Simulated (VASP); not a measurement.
# Au (Fm-3m) in VASP: a series of runs

Aim: see how the results for Au move with the level of theory and the settings. Levels: PBE, PBEsol. Tasks: relaxation of cell and atoms.

Program: VASP 6.6.1. These are calculated values, not measurements. Logs are shortened: lines on timing, memory, paths and dates and some standing lists are left out, and cuts for length are marked.

## Step 1: The crystal as given

It takes space group Fm-3m (No. 225, cubic). Conventional cell: a = 4.070 Å, b = 4.070 Å, c = 4.070 Å, α = 90.00°, β = 90.00°, γ = 90.00°. Au (site symmetry m-3m) is surrounded by 12 Au at 2.88 Å.

## Step 2: Relaxation of cell and atoms, PBE

Input file INCAR:

```
  PREC = Accurate
  ENCUT = 600
  EDIFF = 1E-6
  ISMEAR = 1
  SIGMA = 0.1
  LREAL = F
  LASPH = T
  NELM = 80
  ALGO = Normal
  ISIF = 3
  LWAVE = F
  LCHARG = F
  GGA = PE
  IBRION = 2
  NSW = 90
  EDIFFG = -0.01
```

Input file KPOINTS:

```
Automatic mesh
0
Gamma
  18 18 18
```

Input file POSCAR:

```
Au
1.0
    0.0000000000      2.0350000000      2.0350000000
    2.0350000000      0.0000000000      2.0350000000
    2.0350000000      2.0350000000      0.0000000000
Au
1
Direct
    0.0000000000      0.0000000000      0.0000000000
```

Potentials or basis: VASP PAW PBE potentials, release 64 (Au).

Run with:

```
cat potpaw_PBE.64/Au/POTCAR > POTCAR
mpirun -np 1 vasp_std > vasp.out
```

OUTCAR:

```text
PREC = Accurate
   ENCUT = 600
   EDIFF = 1E-6
   ISMEAR = 1
   LREAL = F
   LASPH = T
   NELM = 80
   ISIF = 3
   GGA = PE
   IBRION = 2
   NSW = 90
   EDIFFG = -0.01

 ion  position               nearest neighbor table
   1  0.000  0.000  0.000-

  LATTYP: Found a face centered cubic cell.
 ALAT       =     4.0700000000

  Lattice vectors:

 A1 = (   0.0000000000,   2.0350000000,   2.0350000000)
 A2 = (   2.0350000000,   0.0000000000,   2.0350000000)
 A3 = (   2.0350000000,   2.0350000000,   0.0000000000)

Analysis of symmetry for initial positions (statically):
=====================================================================
 Subroutine PRICEL returns:
 Original cell was already a primitive cell.

 Routine SETGRP: Setting up the symmetry group for a
 face centered cubic supercell.

 Subroutine GETGRP returns: Found 48 space group operations
 (whereof 48 operations were pure point group operations)
 out of a pool of 48 trial point group operations.

The static configuration has the point symmetry O_h .

Analysis of symmetry for dynamics (positions and initial velocities):
=====================================================================
 Subroutine PRICEL returns:
 Original cell was already a primitive cell.

 Routine SETGRP: Setting up the symmetry group for a
 face centered cubic supercell.

 Subroutine GETGRP returns: Found 48 space group operations
 (whereof 48 operations were pure point group operations)
 out of a pool of 48 trial point group operations.

The dynamic configuration has the point symmetry O_h .

 Subroutine INISYM returns: Found 48 space group operations
 (whereof 48 operations are pure point group operations),
 and found     1 'primitive' translations

----------------------------------------------------------------------------------------

                                     Primitive cell

  volume of cell :      16.8548

  direct lattice vectors                    reciprocal lattice vectors
     0.000000000  2.035000000  2.035000000    -0.245700246  0.245700246  0.245700246
     2.035000000  0.000000000  2.035000000     0.245700246 -0.245700246  0.245700246
     2.035000000  2.035000000  0.000000000     0.245700246  0.245700246 -0.245700246

  length of vectors
     2.877924599  2.877924599  2.877924599     0.425565309  0.425565309  0.425565309

  position of ions in fractional coordinates (direct lattice)
     0.000000000  0.000000000  0.000000000

  ion indices of the primitive-cell ions
   primitive index   ion index
                 1           1

----------------------------------------------------------------------------------------

 KPOINTS: Automatic mesh

Automatic generation of k-mesh.
 Grid dimensions read from file:
 generate k-points for:   18   18   18

 Generating k-lattice:

  Cartesian coordinates                     Fractional coordinates (reciprocal lattice)
    -0.013650014  0.013650014  0.013650014     0.055555556  0.000000000  0.000000000
     0.013650014 -0.013650014  0.013650014     0.000000000  0.055555556  0.000000000
     0.013650014  0.013650014 -0.013650014     0.000000000  0.000000000  0.055555556

  Length of vectors
     0.023642517  0.023642517  0.023642517

  Shift w.r.t. Gamma in fractional coordinates (k-lattice)
     0.000000000  0.000000000  0.000000000

 Subroutine IBZKPT returns following result:
 ===========================================

 Found    195 irreducible k-points:

 Following reciprocal coordinates:
            Coordinates               Weight
  0.000000  0.000000  0.000000      1.000000
  0.055556  0.000000  0.000000      8.000000
  0.111111  0.000000  0.000000      8.000000
  0.166667  0.000000  0.000000      8.000000
  0.222222  0.000000  0.000000      8.000000
  0.277778  0.000000  0.000000      8.000000
[... 16 lines left out ...]
 -0.277778  0.055556  0.000000     24.000000
 -0.222222  0.055556  0.000000     24.000000
 [... further k-points ...]
   k-points           NKPTS =    195   k-points in BZ     NKDIM =    195   number of bands    NBANDS=      9
   number of dos      NEDOS =    301   number of ions     NIONS =      1
   total plane-waves  NPLWV =  13824
   dimension x,y,z NGX =    24 NGY =   24 NGZ =   24
   dimension x,y,z NGXF=    48 NGYF=   48 NGZF=   48
   ions per type =               1
   NGX,Y,Z   is equivalent  to a cutoff of  13.86, 13.86, 13.86 a.u.
   NGXF,Y,Z  is equivalent  to a cutoff of  27.73, 27.73, 27.73 a.u.
 SYSTEM =  unknown system
   PREC   = accura    normal or accurate (medium, high low for compatibility)
   ISTART =      0    job   : 0-new  1-cont  2-samecut
   ICHARG =      2    charge: 1-file 2-atom 10-const
   ISPIN  =      1    spin polarized calculation?
   LNONCOLLINEAR =      F non collinear calculations
   LSORBIT =      F    spin-orbit coupling
   LASPH  =      T    aspherical Exc in radial PAW
   ENCUT  =  600.0 eV  44.10 Ry    6.64 a.u.   5.75  5.75  5.75*2*pi/ulx,y,z
   NELM   =     80;   NELMIN=  2; NELMDL= -5     # of ELM steps
   EDIFF  = 0.1E-05   stopping-criterion for ELM
   LREAL  =      F    real-space projection
   EDIFFG = -.1E-01   stopping-criterion for IOM
   NSW    =     90    number of steps for IOM
   IBRION =      2    ionic relax: 0-MD 1-quasi-New 2-CG
   NFREE  =      1    steps in history (QN), initial steepest desc. (CG)
   ISIF   =      3    stress and relaxation
   ISYM   =      2    0-nonsym 1-usesym 2-fastsym
   POTIM  = 0.5000    time-step for ionic-motion
   TEBEG  =    0.0;   TEEND  =   0.0 temperature during run
   PSTRESS=    0.0 pullay stress
   NELECT =      11.0000    total number of electrons
   NUPDOWN=      -1.0000    fix difference up-down
   EMIN   =  10.00;   EMAX   =-10.00  energy-range for DOS
   EFERMI =   0.00;   METHOD = LEGACY
   ISMEAR =     1;   SIGMA  =   0.10  broadening in eV -4-tet -1-fermi 0-gaus
   EFERMI_NEDOS =   21; number of points for ismear=-14 and -15
   IALGO  =     38    algorithm
   IMIX   =      4    mixing-type and parameters
     AMIX     =   0.40;   BMIX     =  1.00
     AMIX_MAG =   1.60;   BMIX_MAG =  1.00
  volume/ion in A,a.u.               =      16.85       113.74
  Fermi-wavevector in a.u.,A,eV,Ry     =   1.420032  2.683470 27.436005  2.016489
  Thomas-Fermi vector in A             =   2.540990
   LORBIT       =      0    0 simple, 1 ext, 2 COOP (PROOUT), +10 PAW based schemes
   GGA     = PE    functional components
   LHFCALC =     F    Hartree Fock is set to
   AEXX    =    0.0000 exact exchange contribution
   IVDW    =     0    specifies the selected vdW correction
   LEPSILON=     F    determine dielectric tensor
   LRPA    =     F    only Hartree local field effects (RPA)
 conjugate gradient relaxation of ions
 non-spin polarized calculation
 Methfessel and Paxton  Order N= 1 SIGMA  =   0.10
  energy-cutoff  :      600.00
  volume of cell :       16.85
 maximum number of plane-waves:       588
   NGX = 11   NGY = 11   NGZ = 11

--------------------------------------- Ionic step        1  -------------------------------------------

 number of electron      10.9999999 magnetization

 Free energy of the ion-electron system (eV)
  ---------------------------------------------------
  ext. energy  EPLUGINS =         0.00000000
  ---------------------------------------------------
  free energy    TOTEN  =        -3.18735268 eV

  energy without entropy =       -3.18719938  energy(sigma->0) =       -3.18730158

------------------------ aborting loop because EDIFF is reached ----------------------------------------

  FORCE on cell =-STRESS in cart. coord.  units (eV):
  Direction    XX          YY          ZZ          XY          YZ          ZX
  --------------------------------------------------------------------------------------
  -------------------------------------------------------------------------------------
  Total        1.1269783      1.1269783      1.1269783      0.0000000      0.0000000      0.0000000
  in kB      107.1279759    107.1279759    107.1279759      0.0000000      0.0000000      0.0000000
  external PRESSURE =     107.1279759 kB  Pullay stress =       0.0000000 kB

 VOLUME and BASIS-vectors are now :
 -----------------------------------------------------------------------------
  energy-cutoff  :      600.00
  volume of cell :       16.85
      direct lattice vectors                 reciprocal lattice vectors
     0.000000000  2.035000000  2.035000000    -0.245700246  0.245700246  0.245700246
     2.035000000  0.000000000  2.035000000     0.245700246 -0.245700246  0.245700246
     2.035000000  2.035000000  0.000000000     0.245700246  0.245700246 -0.245700246
[... 71 lines left out ...]
 POSITION                                       TOTAL-FORCE (eV/Angst)
 -----------------------------------------------------------------------------------
      0.00000      0.00000      0.00000        -0.000000     -0.000000     -0.000000
 -----------------------------------------------------------------------------------
    total drift:                                0.000000      0.000000      0.000000

  FREE ENERGIE OF THE ION-ELECTRON SYSTEM (eV)
  ---------------------------------------------------
  free  energy   TOTEN  =        -3.2213172862 eV

  energy  without entropy=       -3.2212003440  energy(sigma->0) =       -3.22127831

--------------------------------------- Ionic step        4  -------------------------------------------

 number of electron      11.0000002 magnetization

 Free energy of the ion-electron system (eV)
  ---------------------------------------------------
  ext. energy  EPLUGINS =         0.00000000
  ---------------------------------------------------
  free energy    TOTEN  =        -3.22133279 eV

  energy without entropy =       -3.22121279  energy(sigma->0) =       -3.22129279

 E-fermi :   8.5859     XC(G=0): -12.4078

 val. band max:        8.5707250844   @ k =   0.5000   0.2778   0.1111
 cond. band min:       8.6139782709   @ k =   0.5000   0.1667   0.0556
 fundamental gap:      0.0432531865
 Fermi energy:         8.5859121976

 k-point     1 :       0.0000    0.0000    0.0000
  band No.  band energies     occupation
      1      -0.6863      2.00000
      2       4.2102      2.00000
      3       4.2102      2.00000
      4       4.2102      2.00000
      5       5.5917      2.00000
      6       5.5917      2.00000
      7      23.2130      0.00000
      8      26.9139      0.00000
      9      26.9139      0.00000

 k-point     2 :       0.0556    0.0000    0.0000
  band No.  band energies     occupation
      1      -0.5833      2.00000
      2       4.1783      2.00000
      3       4.2447      2.00000
      4       4.2447      2.00000
      5       5.5765      2.00000
      6       5.5765      2.00000
      7      23.3254      0.00000
      8      26.1967      0.00000
      9      27.0260      0.00000
[... 253 lines left out ...]
 k-point    24 :      -0.2222    0.0556    0.0000
  band No.  band energies     occupation
      1       1.0363      2.00000
      2       3.9801      2.00000
      3       4.4935      2.00000
      4       4.5259      2.00000
      5       5.5122      2.00000
      6       5.9512      2.00000
      7      19.8752      0.00000
      8      24.1274      0.00000
      9      26.6639      0.00000

 [... further k-points ...]

------------------------ aborting loop because EDIFF is reached ----------------------------------------

  FORCE on cell =-STRESS in cart. coord.  units (eV):
  Direction    XX          YY          ZZ          XY          YZ          ZX
  --------------------------------------------------------------------------------------
  -------------------------------------------------------------------------------------
  Total       -0.0018098     -0.0018098     -0.0018098      0.0000000      0.0000000      0.0000000
  in kB       -0.1615470     -0.1615470     -0.1615470      0.0000000      0.0000000      0.0000000
  external PRESSURE =      -0.1615470 kB  Pullay stress =       0.0000000 kB

 VOLUME and BASIS-vectors are now :
 -----------------------------------------------------------------------------
  energy-cutoff  :      600.00
  volume of cell :       17.95
      direct lattice vectors                 reciprocal lattice vectors
     0.000000000  2.078122615  2.078122615    -0.240601780  0.240601780  0.240601780
     2.078122615  0.000000000  2.078122615     0.240601780 -0.240601780  0.240601780
     2.078122615  2.078122615  0.000000000     0.240601780  0.240601780 -0.240601780

 POSITION                                       TOTAL-FORCE (eV/Angst)
 -----------------------------------------------------------------------------------
      0.00000      0.00000      0.00000        -0.000000     -0.000000     -0.000000
 -----------------------------------------------------------------------------------
    total drift:                               -0.000000      0.000000     -0.000000

  FREE ENERGIE OF THE ION-ELECTRON SYSTEM (eV)
  ---------------------------------------------------
  free  energy   TOTEN  =        -3.2213327911 eV

  energy  without entropy=       -3.2212127913  energy(sigma->0) =       -3.22129279

 reached required accuracy - stopping structural energy minimisation
```

It took 57 s on 1 thread of Intel Xeon Platinum 8375C at 2.90GHz (Ice Lake), shared host; peak memory 0.18 GiB.

Results:

| Item | Value |
| --- | --- |
| Free energy | -3.2213 eV |
| Relaxed volume | 17.95 Å³/atom |
| Relaxed cell | a = 2.939 Å, b = 2.939 Å, c = 2.939 Å, α = 60.00°, β = 60.00°, γ = 60.00° |
| Space group after relaxing (to 0.05 Å) | Fm-3m (No. 225) |
| Energy gained by relaxing | 34.0 meV/atom |
| Ionic steps | 4 |
| Pressure after relaxing | 0.0 GPa |
| Band gap on the k mesh | none (metal or under the smearing width) |

The path:
```tsv
step	energy change (eV)	largest force (eV/Å)	pressure (GPa)	volume (Å³)
1	0.0000	0.0000	10.71	16.85
2	0.0306	0.0000	-10.13	19.76
3	-0.0340	0.0000	-0.18	17.97
4	-0.0340	0.0000	-0.02	17.95
```

Final structure:
```
CELL_PARAMETERS angstrom
0.00000 2.07812 2.07812
2.07812 0.00000 2.07812
2.07812 2.07812 0.00000
ATOMIC_POSITIONS crystal
Au 0.00000 0.00000 0.00000
```

Levels at points of the mesh, in eV from the Fermi level:
```
           k point  band 4  band 5  band 6  band 7  band 8  band 9
(0.00, 0.00, 0.00)   -4.38   -2.99   -2.99   14.63   18.33   18.33
(0.50, 0.00, 0.00)   -1.90   -1.90   -0.67    2.85   14.07   16.79
(0.50, 0.50, 0.00)   -1.61   -1.61    1.21    5.41    9.91    9.91
```

[end of part 1 of 2]
